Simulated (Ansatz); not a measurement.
# Polymorphs of Si2Mo

Level of theory: DFT r2SCAN, scalar-relativistic, plane waves, PAW in Ansatz. All cells share a 500 eV cutoff and Γ-centred k meshes spaced at most 0.3 Å⁻¹ (0.19 for metals, 2π included).

All energies are static (0 K, no zero-point motion). Larger cells and other orderings weren't all tried, so the list isn't exhaustive. For metals, differences of a few meV/atom aren't resolved. No run is spin-polarised.

```csv
#,started from,space group,atoms,V (Å³/atom),ΔE (meV/atom),gap on mesh (eV)
1,database cell,I4/mmm (No. 139),3,13.4,0,0.00
2,database cell,P6_222 (No. 180),9,13.3,30,0.16
3,beta-cristobalite type,Fd-3m (No. 227),6,52.1,2051,0.00
```

The lowest structure: Space group I4/mmm (No. 139), tetragonal, a = 3.202 Å, c = 7.819 Å. Si has 5 Si at 2.58–2.63 Å, 5 Mo at 2.60–2.62 Å and 4 Si at 3.20 Å; Mo is coordinated by 10 Si at 2.60–2.62 Å and 4 Mo at 3.20 Å. Its energy against the elements is -0.47 eV/atom. The zero of energy is the lowest elemental structures computed at the same level; no fitted shifts are applied.

Space group I4/mmm (No. 139). a = 3.202 Å, b = 3.202 Å, c = 7.819 Å, α = 90.00°, β = 90.00°, γ = 90.00°
```tsv
atom	site	symmetry	x	y	z
Si	4e	4mm	0.0000	0.0000	0.3353
Mo	2a	4/mmm	0.0000	0.0000	0.0000
```

The second: Space group P6_222 (No. 180), hexagonal, a = 4.584 Å, c = 6.577 Å. Si is coordinated by 5 Si at 2.55–2.67 Å, 5 Mo at 2.57–2.67 Å and 4 Si at 3.14–3.20 Å; around Mo lie 10 Si at 2.57–2.67 Å and 4 Mo at 3.17 Å.